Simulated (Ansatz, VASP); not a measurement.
# InGa3As4 in VASP and in Ansatz

File INCAR:

```
SYSTEM = InGa3As4
  ALGO = Normal
  EDIFF = 1E-7
  ENCUT = 520
  GGA = PE
  ISIF = 2
  ISMEAR = 0
  LASPH = .TRUE.
  LCHARG = .FALSE.
  LREAL = .FALSE.
  LWAVE = .FALSE.
  NBANDS = 46
  NELM = 100
  PREC = Accurate
  SIGMA = 0.1
```

The input KPOINTS:

```
k-points
0
G
  4 4 4
  0 0 0
```

File POSCAR:

```
InGa3As4
1.0
    5.6108227000      0.0000000000      0.0000000000
    0.0000000000      5.6108227000      0.0000000000
    0.0000000000      0.0000000000      5.6108227000
In Ga As
1 3 4
Direct
    0.0000000000      0.0000000000      0.0000000000
    0.5000000000      0.0000000000      0.5000000000
    0.5000000000      0.5000000000      0.0000000000
    0.0000000000      0.5000000000      0.5000000000
    0.2500000000      0.7500000000      0.7500000000
    0.2500000000      0.2500000000      0.2500000000
    0.7500000000      0.7500000000      0.2500000000
    0.7500000000      0.2500000000      0.7500000000
```

Input for Ansatz:

```yaml
crystal:
  lattice:
    - [5.6108227, 0.0, 0.0]
    - [0.0, 5.6108227, 0.0]
    - [0.0, 0.0, 5.6108227]
  atoms:
    - { symbol: In, position: [0.0, 0.0, 0.0] }
    - { symbol: Ga, position: [0.5, 0.0, 0.5] }
    - { symbol: Ga, position: [0.5, 0.5, 0.0] }
    - { symbol: Ga, position: [0.0, 0.5, 0.5] }
    - { symbol: As, position: [0.25, 0.75, 0.75] }
    - { symbol: As, position: [0.25, 0.25, 0.25] }
    - { symbol: As, position: [0.75, 0.75, 0.25] }
    - { symbol: As, position: [0.75, 0.25, 0.75] }
basis:
  ecutwfc: 420
kpoints:
  mp_grid: { grid: [4, 4, 4] }
hamiltonian:
  xc: pbe
scf:
  occupations: { method: gaussian, width: 0.1 }
  lower_state_search: "off"
output:
  forces: true
  stress: true
  eigenvalues: true
```

Alike in both runs: task single point; functional PBE; k mesh 4 × 4 × 4; occupations gaussian, width 0.1 eV; no spin polarisation.

|  | VASP | Ansatz |
| --- | --- | --- |
| version | VASP 6.6.1 | Ansatz 0.2.0 |
| potentials or method | VASP PAW PBE potentials, release 64 (In_d, Ga_d, As) | scalar-relativistic, plane waves, PAW |
| plane-wave cutoff (eV) | 520 | 420 |
| valence electrons in the cell | 72 | 112 |

VASP gave:

```
gap on the k mesh at the Fermi level (eV) : 0.72
least direct gap on the mesh (eV)         : 0.72
pressure (GPa)                            : 11.0
rms of the force components (eV/Å)        : 0.717
```

Task: What did Ansatz give for the same quantities?

Result: gap on the k mesh at the Fermi level (eV): 0.72; least direct gap on the mesh (eV): 0.72; pressure (GPa): 10.8; rms of the force components (eV/Å): 0.718.

The two sets of potentials don't hold the same shells in valence.

Caveats: spin-orbit coupling is left out, which moves the levels of the heavy elements. A hybrid or GW would open this gap; PBE tends to underestimate it. A k mesh can miss the band edges.
